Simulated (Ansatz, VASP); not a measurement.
**Two plane-wave programs on MnS**

File INCAR:

```
PREC = Accurate ; ENCUT = 520
EDIFF = 1E-7 ; ISMEAR = 0
SIGMA = 0.05 ; LREAL = F
LASPH = T ; NELM = 150
ALGO = Fast ; ISIF = 2
LWAVE = F ; LCHARG = T
ISPIN = 2 ; MAGMOM = 5 -5 0 0
LORBIT = 11 ; LMAXMIX = 4
LDAU = T ; LDAUTYPE = 1
LDAUL = 2 -1 ; LDAUU = 4 0
LDAUJ = 0.9 0 ; LDAUPRINT = 1
GGA = PE ; LELF = T
LVHAR = T ; NBANDS = 31
```

Contents of KPOINTS:

```
regular mesh
0
Gamma
  6 6 3
```

POSCAR

```
MnS
1.0
    3.9760016100      0.0000000000      0.0000000000
   -1.9880008000      3.4433184000      0.0000000000
    0.0000000000      0.0000000000      6.4320005000
Mn S
2 2
Direct
    0.3333333333      0.6666666667      0.0000000000
    0.6666666667      0.3333333333      0.5000000000
    0.3333333333      0.6666666667      0.3850000000
    0.6666666667      0.3333333333      0.8850000000
```

Input for Ansatz:

```yaml
crystal:
  lattice:
    - [3.97600161, 0.0, 0.0]
    - [-1.9880008, 3.4433184, 0.0]
    - [0.0, 0.0, 6.4320005]
  atoms:
    - { symbol: Mn, position: [0.3333333333, 0.6666666667, 0.0], spin: 5.0 }
    - { symbol: Mn, position: [0.6666666667, 0.3333333333, 0.5], spin: -5.0 }
    - { symbol: S, position: [0.3333333333, 0.6666666667, 0.385] }
    - { symbol: S, position: [0.6666666667, 0.3333333333, 0.885] }
basis:
  ecutwfc: 420
  ecutrho_ratio: 4
kpoints:
  mp_grid: { grid: [6, 6, 3] }
hamiltonian:
  xc: pbe
  hubbard:
    sites:
      - { site: 0, l: d, u: 4.0, j: 0.9 }
      - { site: 1, l: d, u: 4.0, j: 0.9 }
scf:
  occupations: { method: gaussian, width: 0.05 }
output:
  forces: true
  stress: true
  eigenvalues: true
  populations: true
  hubbard: { sites: [{ site: 0, l: d }, { site: 1, l: d }] }
  write_density: true
  write_potential: true
  elf: true
  volumetric_format: npy
magnetization:
  spin_polarized: true
```

Alike in both runs: task single point; functional PBE; k mesh 6 × 6 × 3; occupations gaussian, width 0.05 eV; collinear spin; Hubbard terms Mn d U = 4.0 eV, J = 0.9 eV.

|  | VASP | Ansatz |
| --- | --- | --- |
| version | VASP 6.6.1 | Ansatz 0.2.0 |
| potentials or method | VASP PAW PBE potentials, release 64 (Mn_pv, S) | scalar-relativistic, plane waves, PAW |
| plane-wave cutoff (eV) | 520 | 420 |
| valence electrons in the cell | 38 | 42 |

|  | VASP | Ansatz | Ansatz less VASP |
| --- | --- | --- | --- |
| gap on the k mesh at the Fermi level (eV) | 2.02 | 2.13 | +0.115 |
| least direct gap on the mesh (eV) | 2.20 | 2.21 | +0.008 |
| pressure (GPa) | 3.0 | 2.9 | -0.02 |
| largest component of the traceless stress (GPa) | 2.68 | 2.61 | -0.075 |
| rms of the force components (eV/Å) | 0.218 | 0.223 | +0.0047 |
| net moment per atom (μB) | 0.00 | 0.00 | 0.000 |
| size of the moment on the site where the two differ most (μB) | 4.47 | 4.26 | -0.210 |

Site moments also hang on the region over which each program counts them. The programs project onto different local orbitals, so the same U acts differently. Atom by atom the forces differ by 0.005 eV/Å (rms over components). The two sets of potentials don't hold the same shells in valence.

Caveats: an odd mesh through Γ misses points on the zone boundary, where band edges often lie. The state reached can hang on the start; a lower one may exist.
